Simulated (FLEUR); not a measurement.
Converging the k-point mesh: ZnTe (R3m, 2 atoms in the cell)

```
CELL_PARAMETERS angstrom
      0.00000     3.04085     3.04085
      3.04085     0.00000     3.04085
      3.04085     3.04085     0.00000
ATOMIC_POSITIONS crystal
  Zn 0.00475 0.00475 0.00475
  Te 0.25000 0.25000 0.25000
```

Computed with PBE, all-electron FLAPW (FLEUR), scalar-relativistic valence in FLEUR.

Base settings: Kmax = 3.5 1/bohr; GmaxXC = 12.2 1/bohr; xcFunctional = pbe; jspins = 1; l_soc = F; mode = hist; fermiSmearingEnergy = 0.00183747 Htr; mesh (inpgen div1-3) = 3 3 3; inpgen gamma flag = false; Gmax = 12.2 1/bohr.

Moved along: kpt_gamma.

The second cell is the first with its lattice scaled by 0.98.

Only quantities that move along the ladder and can be compared are tabulated.

Core times come from one kind of shared machine, to one figure; runs under 30 s give none.

The starting cell has typed, rounded lattice constants, without a prior relaxation at this level. Its lattice was rescaled by up to half a per cent. One atom was moved a little off its site on purpose. Spin-orbit coupling is off. Values depend on the basis (sphere radii, cutoffs, local orbitals), which need not be converged.

Steps (kpt_div): 2 2 2; 3 3 3; 4 4 4; 5 5 5; 6 6 6; 7 7 7; 8 8 8; 9 9 9; 11 11 11; 13 13 13; 15 15 15; 18 18 18.

Task: What is the coarsest kpt_div that holds the energy of the compressed cell less the first within 1 meV/atom?

Result: Not settled: the last two steps still differ by 0.88 meV/atom, over half the tolerance, so the ladder does not show it.

Task: What is the coarsest kpt_div that holds the free energy within 5 meV/atom of the last step, with all finer ones?

Result: 7 7 7, at about 0.1 of the last step's time; the step before is off by 5.4 meV/atom.

```tsv
kpt_div	free energy less the last step's (meV/atom)	energy of the compressed cell less the first (meV/atom)	gap on the mesh (eV)	core time / last (rough)
2 2 2	834.11	73.23	1.158	–
3 3 3	171.63	65.80	1.230	–
4 4 4	47.96	42.40	1.250	–
5 5 5	13.24	39.91	1.257	0.06
6 6 6	5.37	41.44	1.260	0.07
7 7 7	1.22	43.89	1.261	0.1
8 8 8	0.91	40.74	1.262	0.1
9 9 9	0.74	40.76	1.262	0.2
11 11 11	-0.17	42.41	1.262	0.2
13 13 13	0.22	41.36	1.262	0.5
15 15 15	0.44	41.02	1.262	0.5
18 18 18	0.00	41.90	1.262	1
```

Two neighbours can agree and both be off: 8 8 8 and 9 9 9 differ by 0.03 meV/atom in the energy of the compressed cell less the first, yet lie about 1.1 meV/atom from the last step.
